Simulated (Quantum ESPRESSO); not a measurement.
TiAl3:

```xyz
4
Lattice="-1.9111 1.9111 4.2807 1.9111 -1.9111 4.2807 1.9111 1.9111 -4.2807" Properties=species:S:1:pos:R:3 pbc="T T T"
Ti    0.0000    0.0000    0.0000
Al    1.9111    0.0000    2.1403
Al    0.0000    1.9111    2.1403
Al    0.0000    0.0000    4.2807
```

The cell comes from a database or a generator and needn't be the stable form of this composition.

| Quantity | Value |
| --- | --- |
| Program | Quantum ESPRESSO 7.5 |
| Task | single point |
| Functional | PBE |
| Potentials or basis | SSSP 1.3 efficiency PBE |
| Cutoff | 748 eV |
| Density cutoff | 5987 eV |
| k mesh | 10 × 10 × 10 |
| Occupations | fermi-dirac, width 0.05 eV |
| Spin | no spin polarisation |

On this cell: pressure 2.1 GPa; largest force under 0.003 eV/Å; band gap on the k mesh none (metal or under the smearing width).

The same run follows on a disturbed copy (atoms moved at random, drawn with an rms of 0.05 Å):

```
CELL_PARAMETERS angstrom
-1.91111 1.91111 4.28067
1.91111 -1.91111 4.28067
1.91111 1.91111 -4.28067
ATOMIC_POSITIONS crystal
Ti 0.99038 0.00038 0.99521
Al 0.25664 0.75347 0.51882
Al 0.74604 0.24268 0.49693
Al 0.50286 0.48753 0.00014
```

Task: What changes?

Result: The energy (extrapolated to zero smearing) moves by +8.4 meV/atom; pressure 2.3 GPa; largest force 0.633 eV/Å; band gap on the k mesh none (metal or under the smearing width).

Forces on the atoms (eV/Å):
```
Ti  -0.257  0.564 -0.125
Al  -0.290 -0.324  0.051
Al   0.209  0.157  0.051
Al   0.338 -0.397  0.024
```

Stress tensor (GPa, compression positive):
```
 2.42 -0.03  0.18
-0.03  2.39 -0.20
 0.18 -0.20  2.07
```
